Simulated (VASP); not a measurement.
**SnSe2: single point with r2SCAN**

SnSe2:

```
Sn Se
1.0
     3.82515    0.00000    0.00000
    -1.91257    3.31268    0.00000
     0.00000    0.00000    6.35162
Sn Se
1 2
Direct
  0.00000 0.00000 0.00000
  0.33333 0.66667 0.24859
  0.66667 0.33333 0.75141
```

The cell was built by a generator and needn't be a form met in nature.

The cell isn't the ideal one: uniaxial_z strain +2.0%.

| Item | Value |
| --- | --- |
| Program | VASP 6.6.1 |
| Task | single point |
| Functional | r2SCAN |
| Potentials or basis | VASP PAW PBE potentials, release 64 (Sn_d, Se) |
| Cutoff | 520 eV |
| k mesh | 12 × 12 × 4 |
| Occupations | gaussian, width 0.01 eV |
| Spin | no spin polarisation |
| Dipole correction | no |
| Further INCAR settings | ALGO = Normal; EDIFF = 1e-07; NBANDS = 20 |

- Pressure: 0.6 GPa
- Largest force: 0.018 eV/Å
- Band gap on the k mesh: 1.04 eV, indirect (least direct gap 1.48 eV)

Forces on the atoms (eV/Å):
```
Sn   0.000  0.000  0.000
Se   0.000  0.000 -0.018
Se   0.000  0.000  0.018
```

Stress tensor (GPa, compression positive):
```
0.75 0.00 0.00
0.00 0.75 0.00
0.00 0.00 0.43
```

Levels at points of the mesh, in eV from the valence-band top:
| k point | band 9 | band 10 | band 11 | band 12 | band 13 | band 14 | band 15 | band 16 | band 17 | band 18 |
| --- | --- | --- | --- | --- | --- | --- | --- | --- | --- | --- |
| (0.00, 0.00, 0.00) | -0.52 | -0.52 | -0.21 | -0.21 | -0.17 | 1.51 | 3.65 | 5.11 | 5.11 | 8.58 |
| (0.50, 0.00, 0.00) | -4.38 | -2.80 | -2.44 | -1.09 | -0.24 | 1.40 | 4.34 | 5.90 | 5.97 | 7.34 |
| (0.00, 0.00, 0.50) | -1.98 | -0.60 | -0.60 | -0.09 | -0.09 | 2.80 | 3.59 | 4.89 | 4.89 | 8.74 |
| (0.50, 0.00, 0.50) | -4.75 | -2.30 | -2.00 | -0.74 | -0.56 | 1.04 | 4.71 | 5.25 | 6.33 | 6.62 |

Run time: 3.7 min on 1 thread of Intel(R) Xeon(R) Platinum 8488C (Sapphire Rapids), on a shared host, peak memory 0.26 GiB.

Caveat: the PAW data sets were made with another functional, which shifts forces and pressure a little; spin-orbit coupling is left out, which moves the levels of the heavy elements. A k mesh can miss the band edges.
